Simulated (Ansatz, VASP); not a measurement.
**Si in VASP and in Ansatz**

```
Si
1.0
     0.00000    2.73476    2.73476
     2.73476    0.00000    2.73476
     2.73476    2.73476    0.00000
Si
2
Direct
  0.50000 0.50000 0.50000
  0.75000 0.75000 0.75000
```

Alike in both runs: task single point; functional PBE; k mesh 10 × 10 × 10; occupations gaussian, width 0.05 eV; no spin polarisation.

```csv
,VASP,Ansatz
version,VASP 6.6.1,Ansatz 0.2.0
potentials or method,"VASP PAW PBE potentials, release 64 (Si)","scalar-relativistic, plane waves, PAW"
plane-wave cutoff (eV),520,420
valence electrons in the cell,8,8
```

Ansatz gave:

| Quantity | Value |
| --- | --- |
| gap on the k mesh at the Fermi level (eV) | 0.62 |
| least direct gap on the mesh (eV) | 2.55 |
| pressure (GPa) | 0.0 |

Question: Which values does VASP return?

Answer: gap on the k mesh at the Fermi level (eV): 0.62; least direct gap on the mesh (eV): 2.56; pressure (GPa): 0.0.

A k mesh can miss the band edges. PBE gaps usually lie below the measured ones, often by a third to a half.
